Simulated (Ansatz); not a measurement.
This geometry of a periodic cell of 17 atoms, Si (host Si, host structure diamond, interstitial Si) is a first-order saddle point.

All numbers below come from DFT PBEsol, scalar-relativistic, plane waves, PAW in Ansatz 0.2.0. Settings: PAW set soft_1, cutoff 420 eV, k mesh 2x2x2, gaussian smearing 0.02 eV, no spin polarisation.

```xyz
17
Lattice="0.0000 5.4300 5.4300 5.4300 0.0000 5.4300 5.4300 5.4300 0.0000" Properties=species:S:1:pos:R:3
Si -0.023 -0.076 -0.075
Si 1.601 1.115 1.117
Si 2.792 2.739 -0.074
Si 3.998 4.148 1.336
Si 2.791 -0.075 2.742
Si 3.999 1.335 4.148
Si 5.193 2.953 2.954
Si 6.811 4.146 4.148
Si 0.223 2.492 2.491
Si 1.252 3.969 3.978
Si 2.619 5.529 2.614
Si 4.176 6.893 3.979
Si 2.622 2.614 5.531
Si 4.170 3.977 6.890
Si 5.529 5.523 5.529
Si 6.566 7.008 7.008
Si 3.384 4.758 4.748
```

Q: Which two structures does it join? (They come from a converged band through this point; their orientation in space is the band's.)

A: Contacts lost: Si2–Si17. Contacts made: Si7–Si17. The atom that moves furthest is Si17, by 2.36 Å; four of its nearest neighbours are Si14 2.39, Si2 2.39, Si12 2.39, Si10 2.39 Å at the first end and Si15 2.39, Si7 2.39, Si11 2.39, Si13 2.39 Å at the last.

Image 0:

```xyz
17
Lattice="0.0000 5.4300 5.4300 5.4300 0.0000 5.4300 5.4300 5.4300 0.0000" Properties=species:S:1:pos:R:3
Si -0.030 -0.001 0.002
Si 1.339 1.378 1.383
Si 2.717 2.748 0.003
Si 4.079 4.069 1.367
Si 2.716 0.001 2.755
Si 4.080 1.364 4.074
Si 5.431 2.716 2.719
Si 6.783 4.067 4.073
Si -0.001 2.714 2.710
Si 1.332 4.047 4.049
Si 2.715 5.430 2.687
Si 4.098 6.812 4.051
Si 2.714 2.685 5.432
Si 4.093 4.055 6.812
Si 5.463 5.432 5.433
Si 6.785 6.793 6.797
Si 2.714 5.430 5.427
```

Image 8:

Only the atoms that move by more than 0.05 Å are listed.
```
Si17 4.075 4.066 4.068
```

Q: How far does it lie above each of them?

A: 0.294 eV above the first and 0.294 eV above the second. This is the barrier of this one path; another mechanism may lie lower. Limits of this set-up: coarse k mesh, PAW files made for another functional, a small cell, in which the defect meets its images.

Time of the run: 9.2 min on 1 thread of Intel(R) Xeon(R) Platinum 8259CL CPU @ 2.50GHz (Skylake/Cascade Lake), on a shared host, peak memory 0.98 GiB.
